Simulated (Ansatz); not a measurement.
# Bi under changes of volume

One of the cells (33.614 Å³/atom); the others are scaled copies at fixed shape and fractional positions:

```
Bi
1.0
     3.23838    0.00000    0.00000
     0.00000    3.22164    0.00000
    -0.08045    0.00000    6.44389
Bi
2
Direct
  0.54425 0.00000 0.74958
  0.45575 0.00000 0.25042
```

This isn't the form of Bi at room conditions, which is rhombohedral.

```yaml
Program: Ansatz 0.2.0
Functional: r2SCAN
Potentials_or_basis: Ansatz PAW
Cutoff: "500 eV (not typed: the program's choice for these potentials)"
k_mesh: 8 × 8 × 4
Occupations: fermi-dirac, width 0.05 eV
Spin: no spin polarisation
```

| volume (Å³/atom) | energy over the lowest point (meV/atom) | pressure (GPa) | largest force (eV/Å) |
| --- | --- | --- | --- |
| 31.597 | ? | ? | ? |
| 32.270 | 22.01 | 3.7 | 0.020 |
| 32.942 | 9.55 | 2.3 | 0.023 |
| 33.614 | 2.40 | 1.1 | 0.026 |
| 34.286 | 0.00 | 0.1 | 0.030 |
| 34.959 | 1.85 | -0.9 | 0.034 |
| 35.631 | 7.51 | -1.8 | 0.038 |

Task: What does the run at 31.597 Å³/atom give?

Result: Energy over the lowest point 40.42 meV/atom; pressure 5.2 GPa; largest force 0.019 eV/Å.

Worked out: A Birch-Murnaghan fit of order 3 (a polynomial in V^(-2/3)) to the other rows has its minimum at 34.32 Å³/atom with B0 = V·E''(V) = 51 GPa and B' = 4.7 at fixed shape and positions, which overstates the stiffness. It gives 40.44 meV/atom at 31.597 Å³/atom, against the run's 40.42, and -dE/dV = 5.2 GPa, against 5.2.

Energies are extrapolated to zero smearing.

Caveats: the PAW data sets come from PBE, with cores solved anew for the run's functional, which leaves a small shift of forces and pressure.
